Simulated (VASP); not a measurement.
# SnSe2 in VASP: further runs

The runs below take SnSe2 through work function, with LDA, PBE.

Program: VASP 6.6.1. These are calculated values, not measurements. Logs are shortened: lines on timing, memory, paths and dates and some standing lists are left out, and cuts for length are marked.

## 1. The structure

The cell holds a sheet with vacuum, 3 atoms: a = 3.811 Å, b = 3.811 Å, c = 21.100 Å, α = 90.00°, β = 90.00°, γ = 120.00°.

The cell was built by a generator and needn't be a form met in nature.

## 2. Work function, LDA

File INCAR:

```
PREC = Accurate
ENCUT = 520
EDIFF = 1E-6
ISMEAR = -1
SIGMA = 0.05
LREAL = F
LASPH = T
NELM = 100
ALGO = Fast
ISIF = 2
LWAVE = F
LCHARG = T
LELF = T
LVHAR = T
LVACPOTAV = T
```

File KPOINTS:

```
Automatic mesh
0
Gamma
  10 10 1
```

File POSCAR:

```
SnSe2
1.0
    3.8110000000      0.0000000000      0.0000000000
   -1.9055000000      3.3004228138      0.0000000000
    0.0000000000      0.0000000000     21.1000000000
Se Sn
2 1
Direct
    0.6666666667      0.3333333333      0.4265402844
    0.3333333333      0.6666666667      0.5734597156
    0.0000000000      0.0000000000      0.5000000000
```

Potentials or basis: VASP PAW LDA potentials, release 64 (Se, Sn_d).

Started as:

```bash
$ cat potpaw_LDA.64/Se/POTCAR potpaw_LDA.64/Sn_d/POTCAR > POTCAR
$ mpirun -np 1 vasp_std > vasp.out
```

OUTCAR:

```text
PREC = Accurate
   ENCUT = 520
   EDIFF = 1E-6
   ISMEAR = -1
   LREAL = F
   LASPH = T
   NELM = 100
   ISIF = 2

 ion  position               nearest neighbor table
   1  0.667  0.333  0.427-   3 2.69   3 2.69   3 2.69
   2  0.333  0.667  0.573-   3 2.69   3 2.69   3 2.69
   3  0.000  0.000  0.500-   1 2.69   2 2.69   2 2.69   1 2.69   1 2.69   2 2.69

  LATTYP: Found a hexagonal cell.
 ALAT       =     3.8110000000
 C/A-ratio  =     5.5366045657

  Lattice vectors:

 A1 = (   3.8110000000,   0.0000000000,   0.0000000000)
 A2 = (  -1.9055000000,   3.3004228138,   0.0000000000)
 A3 = (   0.0000000000,   0.0000000000,  21.1000000000)

Analysis of symmetry for initial positions (statically):
=====================================================================
 Subroutine PRICEL returns:
 Original cell was already a primitive cell.

 Routine SETGRP: Setting up the symmetry group for a
 hexagonal supercell.

 Subroutine GETGRP returns: Found 12 space group operations
 (whereof 12 operations were pure point group operations)
 out of a pool of 24 trial point group operations.

The static configuration has the point symmetry D_3d.

Analysis of symmetry for dynamics (positions and initial velocities):
=====================================================================
 Subroutine PRICEL returns:
 Original cell was already a primitive cell.

 Routine SETGRP: Setting up the symmetry group for a
 hexagonal supercell.

 Subroutine GETGRP returns: Found 12 space group operations
 (whereof 12 operations were pure point group operations)
 out of a pool of 24 trial point group operations.

The dynamic configuration has the point symmetry D_3d.

 Subroutine INISYM returns: Found 12 space group operations
 (whereof 12 operations are pure point group operations),
 and found     1 'primitive' translations

----------------------------------------------------------------------------------------

                                     Primitive cell

  volume of cell :     265.3939

  direct lattice vectors                    reciprocal lattice vectors
     3.811000000  0.000000000  0.000000000     0.262398321  0.151495741  0.000000000
    -1.905500000  3.300422814  0.000000000     0.000000000  0.302991482  0.000000000
     0.000000000  0.000000000 21.100000000     0.000000000  0.000000000  0.047393365

  length of vectors
     3.811000000  3.811000000 21.100000000     0.302991482  0.302991482  0.047393365

  position of ions in fractional coordinates (direct lattice)
     0.666666667  0.333333333  0.426540284
     0.333333333  0.666666667  0.573459716
     0.000000000  0.000000000  0.500000000

  ion indices of the primitive-cell ions
   primitive index   ion index
                 1           1
                 2           2
                 3           3

----------------------------------------------------------------------------------------

 KPOINTS: Automatic mesh

Automatic generation of k-mesh.
 Grid dimensions read from file:
 generate k-points for:   10   10    1

 Generating k-lattice:

  Cartesian coordinates                     Fractional coordinates (reciprocal lattice)
     0.026239832  0.015149574  0.000000000     0.100000000  0.000000000  0.000000000
     0.000000000  0.030299148  0.000000000     0.000000000  0.100000000  0.000000000
     0.000000000  0.000000000  0.047393365     0.000000000  0.000000000  1.000000000

  Length of vectors
     0.030299148  0.030299148  0.047393365

  Shift w.r.t. Gamma in fractional coordinates (k-lattice)
     0.000000000  0.000000000  0.000000000

 Subroutine IBZKPT returns following result:
 ===========================================

 Found     14 irreducible k-points:

 Following reciprocal coordinates:
            Coordinates               Weight
  0.000000  0.000000  0.000000      1.000000
  0.100000  0.000000  0.000000      6.000000
  0.200000  0.000000  0.000000      6.000000
  0.300000  0.000000  0.000000      6.000000
  0.400000  0.000000  0.000000      6.000000
  0.500000 -0.000000  0.000000      3.000000
  0.100000  0.100000  0.000000      6.000000
  0.200000  0.100000  0.000000     12.000000
  0.300000  0.100000  0.000000     12.000000
  0.400000  0.100000  0.000000     12.000000
  0.200000  0.200000  0.000000      6.000000
  0.300000  0.200000  0.000000     12.000000
  0.400000  0.200000  0.000000      6.000000
  0.300000  0.300000  0.000000      6.000000
   k-points           NKPTS =     14   k-points in BZ     NKDIM =     14   number of bands    NBANDS=     17
   number of dos      NEDOS =    301   number of ions     NIONS =      3
   total plane-waves  NPLWV = 125440
   dimension x,y,z NGX =    28 NGY =   28 NGZ =  160
   dimension x,y,z NGXF=    56 NGYF=   56 NGZF=  320
   ions per type =               2   1
   NGX,Y,Z   is equivalent  to a cutoff of  12.21, 12.21, 12.61 a.u.
   NGXF,Y,Z  is equivalent  to a cutoff of  24.43, 24.43, 25.21 a.u.
 SYSTEM =  unknown system
   PREC   = accura    normal or accurate (medium, high low for compatibility)
   ISTART =      0    job   : 0-new  1-cont  2-samecut
   ICHARG =      2    charge: 1-file 2-atom 10-const
   ISPIN  =      1    spin polarized calculation?
   LNONCOLLINEAR =      F non collinear calculations
   LSORBIT =      F    spin-orbit coupling
   LASPH  =      T    aspherical Exc in radial PAW
   ENCUT  =  520.0 eV  38.22 Ry    6.18 a.u.   7.09  7.09 39.23*2*pi/ulx,y,z
   NELM   =    100;   NELMIN=  2; NELMDL= -5     # of ELM steps
   EDIFF  = 0.1E-05   stopping-criterion for ELM
   LREAL  =      F    real-space projection
   EDIFFG = 0.1E-04   stopping-criterion for IOM
   NSW    =      0    number of steps for IOM
   IBRION =     -1    ionic relax: 0-MD 1-quasi-New 2-CG
   NFREE  =      0    steps in history (QN), initial steepest desc. (CG)
   ISIF   =      2    stress and relaxation
   ISYM   =      2    0-nonsym 1-usesym 2-fastsym
   POTIM  = 0.5000    time-step for ionic-motion
   TEBEG  =    0.0;   TEEND  =   0.0 temperature during run
   PSTRESS=    0.0 pullay stress
   NELECT =      26.0000    total number of electrons
   NUPDOWN=      -1.0000    fix difference up-down
   EMIN   =  10.00;   EMAX   =-10.00  energy-range for DOS
   EFERMI =   0.00;   METHOD = LEGACY
   ISMEAR =    -1;   SIGMA  =   0.05  broadening in eV -4-tet -1-fermi 0-gaus
   EFERMI_NEDOS =   21; number of points for ismear=-14 and -15
   IALGO  =     68    algorithm
   IMIX   =      4    mixing-type and parameters
     AMIX     =   0.40;   BMIX     =  1.00
     AMIX_MAG =   1.60;   BMIX_MAG =  1.00
  volume/ion in A,a.u.               =      88.46       596.99
  Fermi-wavevector in a.u.,A,eV,Ry     =   0.754691  1.426158  7.749306  0.569558
  Thomas-Fermi vector in A             =   1.852415
   LORBIT       =      0    0 simple, 1 ext, 2 COOP (PROOUT), +10 PAW based schemes
   GGA     = CA    functional components
   LHFCALC =     F    Hartree Fock is set to
   AEXX    =    0.0000 exact exchange contribution
   IVDW    =     0    specifies the selected vdW correction
   LEPSILON=     F    determine dielectric tensor
   LRPA    =     F    only Hartree local field effects (RPA)
 non-spin polarized calculation
 RMM-DIIS sequential band-by-band and
  energy-cutoff  :      520.00
  volume of cell :      265.39
 maximum number of plane-waves:      7179
   NGX = 15   NGY = 15   NGZ = 79

 number of electron      26.0000000 magnetization

 Free energy of the ion-electron system (eV)
  ---------------------------------------------------
  ext. energy  EPLUGINS =         0.00000000
  ---------------------------------------------------
  free energy    TOTEN  =       -13.61979904 eV

  energy without entropy =      -13.61975995  energy(sigma->0) =      -13.61977950

 E-fermi :  -2.8711     XC(G=0):  -3.3539

 val. band max:       -3.2958117144   @ k =   0.1000   0.0000   0.0000
 cond. band min:      -2.5068025010   @ k =   0.5000  -0.0000   0.0000
 fundamental gap:      0.7890092134
 Fermi energy:        -2.8711038615

 k-point     1 :       0.0000    0.0000    0.0000
  band No.  band energies     occupation
      1     -24.3454      2.00000
      2     -24.3454      2.00000
      3     -24.3018      2.00000
      4     -24.2894      2.00000
      5     -24.2894      2.00000
      6     -17.0083      2.00000
[... 9 lines left out ...]
     16       1.2734      0.00000
     17       1.2734      0.00000

 k-point     2 :       0.1000    0.0000    0.0000
  band No.  band energies     occupation
      1     -24.3502      2.00000
      2     -24.3417      2.00000
      3     -24.2989      2.00000
      4     -24.2918      2.00000
      5     -24.2889      2.00000
      6     -16.9089      2.00000
[... 9 lines left out ...]
     16       1.1270      0.00000
     17       1.5231      0.00000

 k-point     3 :       0.2000    0.0000    0.0000
  band No.  band energies     occupation
      1     -24.3640      2.00000
      2     -24.3334      2.00000
      3     -24.2996      2.00000
      4     -24.2887      2.00000
      5     -24.2860      2.00000
      6     -16.6202      2.00000
[... 9 lines left out ...]
     16       1.9782      0.00000
     17       2.0602      0.00000

 k-point     4 :       0.3000    0.0000    0.0000
  band No.  band energies     occupation
      1     -24.3825      2.00000
      2     -24.3266      2.00000
      3     -24.3063      2.00000
      4     -24.2788      2.00000
      5     -24.2776      2.00000
      6     -16.1794      2.00000
[... 9 lines left out ...]
     16       2.2163      0.00000
     17       2.4671      0.00000
[... 143 lines left out ...]
      1     -24.3844      2.00000
      2     -24.3399      2.00000
      3     -24.3014      2.00000
      4     -24.2815      2.00000
      5     -24.2651      2.00000
      6     -15.4794      2.00000
[... 9 lines left out ...]
     16       2.3192      0.00000
     17       2.8304      0.00000

 k-point    13 :       0.4000    0.2000    0.0000
  band No.  band energies     occupation
      1     -24.3862      2.00000
      2     -24.3419      2.00000
      3     -24.3019      2.00000
      4     -24.2759      2.00000
      5     -24.2665      2.00000
      6     -15.2095      2.00000
[... 9 lines left out ...]
     16       2.1099      0.00000
     17       2.7647      0.00000

 k-point    14 :       0.3000    0.3000    0.0000
  band No.  band energies     occupation
      1     -24.3738      2.00000
      2     -24.3546      2.00000
      3     -24.2931      2.00000
      4     -24.2839      2.00000
      5     -24.2673      2.00000
      6     -15.1263      2.00000
[... 9 lines left out ...]
     16       2.3112      0.00000
     17       3.3555      0.00000

------------------------ aborting loop because EDIFF is reached ----------------------------------------

  FORCE on cell =-STRESS in cart. coord.  units (eV):
  Direction    XX          YY          ZZ          XY          YZ          ZX
  --------------------------------------------------------------------------------------
  -------------------------------------------------------------------------------------
  Total       -0.4219213     -0.4219213      0.5185541     -0.0000000      0.0000000     -0.0000000
  in kB       -2.5471299     -2.5471299      3.1304997     -0.0000000      0.0000000     -0.0000000
  external PRESSURE =      -0.6545867 kB  Pullay stress =       0.0000000 kB

 VOLUME and BASIS-vectors are now :
 -----------------------------------------------------------------------------
  energy-cutoff  :      520.00
  volume of cell :      265.39
      direct lattice vectors                 reciprocal lattice vectors
     3.811000000  0.000000000  0.000000000     0.262398321  0.151495741  0.000000000
    -1.905500000  3.300422814  0.000000000     0.000000000  0.302991482  0.000000000
     0.000000000  0.000000000 21.100000000     0.000000000  0.000000000  0.047393365

 POSITION                                       TOTAL-FORCE (eV/Angst)
 -----------------------------------------------------------------------------------
      1.90550      1.10014      9.00000        -0.000000     -0.000000     -0.170510
     -0.00000      2.20028     12.10000         0.000000      0.000000      0.170510
      0.00000      0.00000     10.55000        -0.000000      0.000000      0.000000
 -----------------------------------------------------------------------------------
    total drift:                                0.000000      0.000000      0.000000

  FREE ENERGIE OF THE ION-ELECTRON SYSTEM (eV)
  ---------------------------------------------------
  free  energy   TOTEN  =       -13.6197990427 eV

  energy  without entropy=      -13.6197599505  energy(sigma->0) =      -13.61977950
```

Run time: 46 s. Hardware: 1 thread of Intel Xeon 6975P-C (Granite Rapids), shared host; peak memory 0.29 GiB.

What came out:

```
Free energy            : -13.6198 eV
Largest force          : 0.171 eV/Å
Band gap on the k mesh : 0.79 eV, indirect (least direct gap 1.10 eV)
```

Forces in eV/Å, atoms in the order of the input:
```
Se   0.000  0.000 -0.171
Se   0.000  0.000  0.171
Sn   0.000  0.000  0.000
```

Caveat: spin-orbit coupling is left out, which moves the levels of the heavy elements.

## 3. Work function, PBE

INCAR, as its differences from that of step 2:

```diff
@@ -12,2 +12,3 @@
 LCHARG = T
+GGA = PE
 LELF = T
```

KPOINTS is that of step 2.

POSCAR is that of step 2.

Potentials or basis: VASP PAW PBE potentials, release 64 (Se, Sn_d).

Started as:

```bash
$ cat potpaw_PBE.64/Se/POTCAR potpaw_PBE.64/Sn_d/POTCAR > POTCAR
$ mpirun -np 1 vasp_std > vasp.out
```

OUTCAR:

```text
PREC = Accurate
   ENCUT = 520
   EDIFF = 1E-6
   ISMEAR = -1
   LREAL = F
   LASPH = T
   NELM = 100
   ISIF = 2
   GGA = PE

 ion  position               nearest neighbor table
   1  0.667  0.333  0.427-   3 2.69   3 2.69   3 2.69
   2  0.333  0.667  0.573-   3 2.69   3 2.69   3 2.69
   3  0.000  0.000  0.500-   1 2.69   2 2.69   2 2.69   1 2.69   1 2.69   2 2.69

  LATTYP: Found a hexagonal cell.
 ALAT       =     3.8110000000
 C/A-ratio  =     5.5366045657

  Lattice vectors:

 A1 = (   3.8110000000,   0.0000000000,   0.0000000000)
 A2 = (  -1.9055000000,   3.3004228138,   0.0000000000)
 A3 = (   0.0000000000,   0.0000000000,  21.1000000000)

Analysis of symmetry for initial positions (statically):
=====================================================================
 Subroutine PRICEL returns:
 Original cell was already a primitive cell.

 Routine SETGRP: Setting up the symmetry group for a
 hexagonal supercell.

 Subroutine GETGRP returns: Found 12 space group operations
 (whereof 12 operations were pure point group operations)
 out of a pool of 24 trial point group operations.

The static configuration has the point symmetry D_3d.

Analysis of symmetry for dynamics (positions and initial velocities):
=====================================================================
 Subroutine PRICEL returns:
 Original cell was already a primitive cell.

 Routine SETGRP: Setting up the symmetry group for a
 hexagonal supercell.

 Subroutine GETGRP returns: Found 12 space group operations
 (whereof 12 operations were pure point group operations)
 out of a pool of 24 trial point group operations.

The dynamic configuration has the point symmetry D_3d.

 Subroutine INISYM returns: Found 12 space group operations
[... 103 lines left out ...]
   ISMEAR =    -1;   SIGMA  =   0.05  broadening in eV -4-tet -1-fermi 0-gaus
   EFERMI_NEDOS =   21; number of points for ismear=-14 and -15
   IALGO  =     68    algorithm
   IMIX   =      4    mixing-type and parameters
     AMIX     =   0.40;   BMIX     =  1.00
     AMIX_MAG =   1.60;   BMIX_MAG =  1.00
  volume/ion in A,a.u.               =      88.46       596.99
  Fermi-wavevector in a.u.,A,eV,Ry     =   0.754691  1.426158  7.749306  0.569558
  Thomas-Fermi vector in A             =   1.852415
   LORBIT       =      0    0 simple, 1 ext, 2 COOP (PROOUT), +10 PAW based schemes
   GGA     = PE    functional components
   LHFCALC =     F    Hartree Fock is set to
   AEXX    =    0.0000 exact exchange contribution
   IVDW    =     0    specifies the selected vdW correction
   LEPSILON=     F    determine dielectric tensor
   LRPA    =     F    only Hartree local field effects (RPA)
 non-spin polarized calculation
 RMM-DIIS sequential band-by-band and
  energy-cutoff  :      520.00
  volume of cell :      265.39
 maximum number of plane-waves:      7179
   NGX = 15   NGY = 15   NGZ = 79

 number of electron      25.9999998 magnetization

 Free energy of the ion-electron system (eV)
  ---------------------------------------------------
  ext. energy  EPLUGINS =         0.00000000
  ---------------------------------------------------
  free energy    TOTEN  =       -11.80801300 eV

  energy without entropy =      -11.80800003  energy(sigma->0) =      -11.80800651

 E-fermi :  -2.6386     XC(G=0):  -3.2705

 val. band max:       -3.1256749960   @ k =   0.1000   0.0000   0.0000
 cond. band min:      -2.2127647031   @ k =   0.5000  -0.0000   0.0000
 fundamental gap:      0.9129102929
 Fermi energy:        -2.6385811061

 k-point     1 :       0.0000    0.0000    0.0000
  band No.  band energies     occupation
      1     -24.2508      2.00000
      2     -24.2508      2.00000
      3     -24.2105      2.00000
      4     -24.1982      2.00000
      5     -24.1982      2.00000
      6     -16.7915      2.00000
[... 257 lines left out ...]
      4     -24.1930      2.00000
      5     -24.1770      2.00000
      6     -14.9235      2.00000
[... 9 lines left out ...]
     16       2.5949      0.00000
     17       3.6434      0.00000

------------------------ aborting loop because EDIFF is reached ----------------------------------------

  FORCE on cell =-STRESS in cart. coord.  units (eV):
  Direction    XX          YY          ZZ          XY          YZ          ZX
  --------------------------------------------------------------------------------------
  -------------------------------------------------------------------------------------
  Total        1.7936744      1.7936744      2.0016703      0.0000000      0.0000000      0.0000000
  in kB       10.8283728     10.8283728     12.0840394      0.0000000      0.0000000      0.0000000
  external PRESSURE =      11.2469284 kB  Pullay stress =       0.0000000 kB

 VOLUME and BASIS-vectors are now :
 -----------------------------------------------------------------------------
  energy-cutoff  :      520.00
  volume of cell :      265.39
      direct lattice vectors                 reciprocal lattice vectors
     3.811000000  0.000000000  0.000000000     0.262398321  0.151495741  0.000000000
    -1.905500000  3.300422814  0.000000000     0.000000000  0.302991482  0.000000000
     0.000000000  0.000000000 21.100000000     0.000000000  0.000000000  0.047393365

 POSITION                                       TOTAL-FORCE (eV/Angst)
 -----------------------------------------------------------------------------------
      1.90550      1.10014      9.00000         0.000000     -0.000000     -0.649542
     -0.00000      2.20028     12.10000        -0.000000      0.000000      0.649542
      0.00000      0.00000     10.55000        -0.000000      0.000000      0.000000
 -----------------------------------------------------------------------------------
    total drift:                                0.000000      0.000000      0.000000

  FREE ENERGIE OF THE ION-ELECTRON SYSTEM (eV)
  ---------------------------------------------------
  free  energy   TOTEN  =       -11.8080130013 eV

  energy  without entropy=      -11.8080000250  energy(sigma->0) =      -11.80800651
```

OSZICAR:

```text
N       E                     dE             d eps       ncg     rms          rms(c)
DAV:   1     0.187049602255E+03    0.18705E+03   -0.11056E+04   556   0.122E+03
DAV:   2     0.810028443568E+01   -0.17895E+03   -0.17633E+03   641   0.254E+02
DAV:   3    -0.115275137451E+02   -0.19628E+02   -0.19522E+02   580   0.996E+01
[... 11 lines left out ...]
RMM:  15    -0.118079992534E+02   -0.46600E-04   -0.10144E-05   535   0.185E-02    0.194E-03
RMM:  16    -0.118080034177E+02   -0.41642E-05   -0.23480E-06   441   0.136E-02    0.934E-04
RMM:  17    -0.118080077280E+02   -0.43103E-05   -0.61409E-07   375   0.674E-03    0.339E-04
RMM:  18    -0.118080121345E+02   -0.44066E-05   -0.35252E-07   374   0.451E-03    0.334E-04
RMM:  19    -0.118080130013E+02   -0.86673E-06   -0.26839E-07   342   0.354E-03
   1 F= -.11808013E+02 E0= -.11808007E+02  d E =-.129762E-04
```

Wall time 47 s (1 thread of Intel Xeon 6975P-C (Granite Rapids), shared host); peak memory 0.37 GiB.

Results:

- Free energy: -11.8080 eV
- Largest force: 0.650 eV/Å
- Band gap on the k mesh: 0.91 eV, indirect (least direct gap 1.22 eV)

Forces in eV/Å, atoms in the order of the input:
```
Se   0.000  0.000 -0.650
Se   0.000  0.000  0.650
Sn   0.000  0.000  0.000
```

Caveat: spin-orbit coupling is left out, which moves the levels of the heavy elements.

(Continued in part 2 of 2.)
